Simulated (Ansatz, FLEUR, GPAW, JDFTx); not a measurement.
# The band gap of KTaO3, sorted by core time

```cif
data_structure
_symmetry_space_group_name_H-M 'Pm-3m'
_symmetry_Int_Tables_number 221
_cell_length_a 3.9883
_cell_length_b 3.9883
_cell_length_c 3.9883
_cell_angle_alpha 90.000
_cell_angle_beta 90.000
_cell_angle_gamma 90.000
_cell_volume 63.44
loop_
_atom_site_label
_atom_site_type_symbol
_atom_site_symmetry_multiplicity
_atom_site_Wyckoff_symbol
_atom_site_fract_x
_atom_site_fract_y
_atom_site_fract_z
_atom_site_occupancy
Ta1 Ta 1 a 0.00000 0.00000 0.00000 1
K1 K 1 b 0.50000 0.50000 0.50000 1
O1 O 3 d 0.00000 0.00000 0.50000 1
```

| rung | level | program and potentials | cutoff (eV) | k mesh | task | core time | chip | band gap (eV) | notes |
| --- | --- | --- | --- | --- | --- | --- | --- | --- | --- |
| LDA | LDA | JDFTx, PseudoDojo-SR-LDA-0.4.1-standard with smoothed tails | 1143 | 7 × 7 × 7 | band structure | 68 s | Intel Xeon 6975P-C Granite Rapids | 2.09 | from the band path |
| GGA | PBE | Ansatz, all-electron LAPW, scalar-relativistic | - | 7 × 7 × 7 | band structure | 88 s | Intel Xeon Skylake/Cascade Lake | 2.23 | from the band path |
| LDA | LDA | Ansatz, all-electron LAPW, scalar-relativistic | - | 7 × 7 × 7 | band structure | 90 s | Intel Xeon Skylake/Cascade Lake | 2.08 | from the band path |
| GGA | PBEsol | GPAW, PAW data sets generated for this functional | 800 | 7 × 7 × 7 | band structure | 2.6 min | Arm Neoverse V2 | 2.09 | from the band path |
| GGA | PBEsol | JDFTx, PseudoDojo-SR-PBEsol-0.4.1-standard with smoothed tails | 1143 | 7 × 7 × 7 | band structure | 2.8 min | Intel Xeon Platinum 8375C Ice Lake | 2.15 | from the band path |
| model potential | TB-mBJ | GPAW, GPAW PAW data sets for LDA (gpaw-data 1.2.1) | 800 | 8 × 8 × 8 | single point | 4.8 min | Arm Neoverse V2 | 3.51 | potentials made for LDA; mesh may miss the edge |
| GGA | PBE | FLEUR, all-electron, FLAPW | - | 7 × 7 × 7 | band structure | 7.8 min | Arm Neoverse V1 | 2.23 | from the band path |

Times are single runs on shared hosts and different chips, so they are rough; meshes, cutoffs and the tasks' sizes weigh on the time. All rows: no spin polarisation. Gaps are the least found on the k mesh or the band path, and a mesh can miss the band edges. The cell comes from a database and isn't always the measured one. Meshes differ between rows, which moves values too. All levels ran on this one cell, unrelaxed unless noted. Meshes are those of the run's cell of 5 atoms unless a note names another. Runs on faulty files, with rough fits or with known faults for this quantity aren't shown. No row holds spin-orbit coupling.

By rung: LDA 2.08 to 2.09; GGA 2.09 to 2.23; model potential 3.51 (eV).
